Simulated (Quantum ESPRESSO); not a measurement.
The system is P.

```
P
1.0
     4.15967    0.01106    0.01713
     0.01106    4.37604    0.06448
     0.03509    0.13213    9.11788
P
2
Direct
  0.02212 0.02204 0.99904
  0.97788 0.97796 0.50096
```

This isn't the form of P at room conditions, which is orthorhombic.

| Property | Result |
| --- | --- |
| Program | Quantum ESPRESSO 7.5 |
| Task | relaxation of the atoms |
| Functional | RPBE |
| Dispersion | D3(BJ) |
| Potentials or basis | Ansatz NC SR PBE |
| Cutoff | 599 eV |
| Density cutoff | 2395 eV |
| k mesh | 6 × 5 × 3 |
| Occupations | methfessel-paxton, width 0.136 eV |
| Spin | no spin polarisation |

At the start: volume 82.97 Å³/atom.

**Question.** Where does the relaxation end?

**Answer.** Over 27 steps the energy falls by 3616.1 meV/atom; space group P-1 (No. 2, to 0.05 Å).

The path:
| step | energy change (eV) | largest force (eV/Å) |
| --- | --- | --- |
| 1 | 0.0000 | 0.0420 |
| 2 | 0.0000 | 0.0422 |
| 3 | -0.0001 | 0.0427 |
| 4 | -0.0002 | 0.0434 |
| 5 | -0.0004 | 0.0447 |
| 6 | -0.0006 | 0.0467 |
| 7 | -0.0008 | 0.0497 |
| 8 | -0.0011 | 0.0542 |
| 9 | -0.0016 | 0.0613 |
| 10 | -0.0022 | 0.0727 |
| 11 | -0.0033 | 0.0905 |
| 12 | -0.0052 | 0.1183 |
| 13 | -0.0088 | 0.1613 |
| 14 | -0.0161 | 0.2282 |
| 15 | -0.0325 | 0.3331 |
| 16 | -0.0718 | 0.4968 |
| 17 | -0.1708 | 0.7425 |
| 18 | -0.4269 | 1.1200 |
| 19 | -0.8008 | 1.5370 |
| 20 | -1.3097 | 2.1097 |
| 21 | -2.0380 | 3.1360 |
| 22 | -3.1294 | 4.6357 |
| 23 | -4.6758 | 6.1650 |
| 24 | -6.3665 | 5.3159 |
| 25 | -7.2276 | 0.5902 |
| 26 | -7.1747 | 1.8512 |
| 27 | -7.2322 | 0.0133 |

Final structure:
```
P
1.0
     4.15967    0.01106    0.01713
     0.01106    4.37604    0.06448
     0.03509    0.13213    9.11788
P
2
Direct
  0.00121 0.00179 0.85398
  0.99879 0.99821 0.64602
```

Caveat: the potentials were made for another functional, which shifts forces and pressure; this smearing can shift energies of a crystal with a gap.
